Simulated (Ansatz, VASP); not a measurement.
# One calculation of PtS2, two programs

Contents of INCAR:

```
SYSTEM = PtS2
PREC = Accurate
ENCUT = 520
EDIFF = 1E-6
ISMEAR = 0
SIGMA = 0.02
LREAL = .FALSE.
LASPH = .TRUE.
NELM = 100
ALGO = Fast
ISIF = 2
LWAVE = .FALSE.
LCHARG = .TRUE.
GGA = PE
LELF = .TRUE.
LVHAR = .TRUE.
```

Contents of KPOINTS:

```
Automatic mesh
0
G
  9 9 5
  0 0 0
```

File POSCAR:

```
PtS2
1.0
    3.5432000000      0.0000000000      0.0000000000
   -1.7716000000      3.0685012107      0.0000000000
    0.0000000000      0.0000000000      5.0388000000
Pt S
1 2
Direct
    0.0000000000      0.0000000000      0.0000000000
    0.6666666667      0.3333333333      0.7730000000
    0.3333333333      0.6666666667      0.2270000000
```

The input input.yaml:

```yaml
crystal:
  lattice:
    - [3.5432, 0.0, 0.0]
    - [-1.7716, 3.0685012107, 0.0]
    - [0.0, 0.0, 5.0388]
  atoms:
    - { symbol: Pt, position: [0.0, 0.0, 0.0] }
    - { symbol: S, position: [0.6666666667, 0.3333333333, 0.773] }
    - { symbol: S, position: [0.3333333333, 0.6666666667, 0.227] }
hamiltonian:
  xc: pbe
  pseudopotentials: { kind: paw }
kpoints:
  mp_grid: { grid: [9, 9, 5] }
scf:
  occupations: { method: gaussian, width: 0.02 }
output:
  forces: true
  stress: true
  eigenvalues: true
```

Alike in both runs: task single point; functional PBE; k mesh 9 × 9 × 5; occupations gaussian, width 0.02 eV; no spin polarisation.

|  | VASP | Ansatz |
| --- | --- | --- |
| version | VASP 6.6.1 | Ansatz 0.2.0 |
| potentials or method | VASP PAW PBE potentials, release 64 (Pt, S) | Ansatz PAW |
| plane-wave cutoff (eV) | 520 | 420 |
| valence electrons in the cell | 22 | 30 |

VASP gave:

| Item | Value |
| --- | --- |
| gap on the k mesh at the Fermi level (eV) | 1.03 |
| least direct gap on the mesh (eV) | 1.08 |
| pressure (GPa) | 11.1 |
| largest component of the traceless stress (GPa) | 0.99 |
| rms of the force components (eV/Å) | 0.572 |

What did Ansatz give for the same quantities?

gap on the k mesh at the Fermi level (eV): 1.02; least direct gap on the mesh (eV): 1.07; pressure (GPa): 11.6; largest component of the traceless stress (GPa): 1.17; rms of the force components (eV/Å): 0.592.

Atom by atom the forces differ by 0.021 eV/Å (rms over components). The two sets of potentials don't hold the same shells in valence.

Caveats: spin-orbit coupling is left out, which moves the levels of the heavy elements; forces of over 1 eV/Å show positions far from the minimum, so gaps and moduli don't describe the material at rest; an odd mesh through Γ misses points on the zone boundary, where band edges often lie (VASP); odd divisions of the mesh miss points on the zone boundary, where band edges often lie, so the gap on the mesh can be too wide (Ansatz). As with any semilocal functional, this PBE gap is likely too small.
